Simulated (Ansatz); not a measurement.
The system is Bi.

```
Bi
1.0
    -1.98143    1.98143    1.98143
     1.98143   -1.98143    1.98143
     1.98143    1.98143   -1.98143
Bi
1
Direct
  0.00000 0.00000 0.00000
```

This isn't the form of Bi at room conditions, which is rhombohedral.

Program: Ansatz 0.2.0. Alike in all runs: task band structure; potentials or basis Ansatz PAW; no spin polarisation; cell as given; k mesh 9 × 9 × 9; smearing fermi-dirac 0.05 eV.

Task: Order these runs on this cell by their pressure, lowest first.
A. level m-r2SCAN; cutoff (eV) 500
B. level revPBE; cutoff (eV) 420
C. level LDA; cutoff (eV) 420

Result: C (-3.3 GPa), A (0.1 GPa), B (1.9 GPa).

Caveats: the PAW data sets come from PBE, with cores solved anew for the run's functional, which leaves a small shift of forces and pressure.
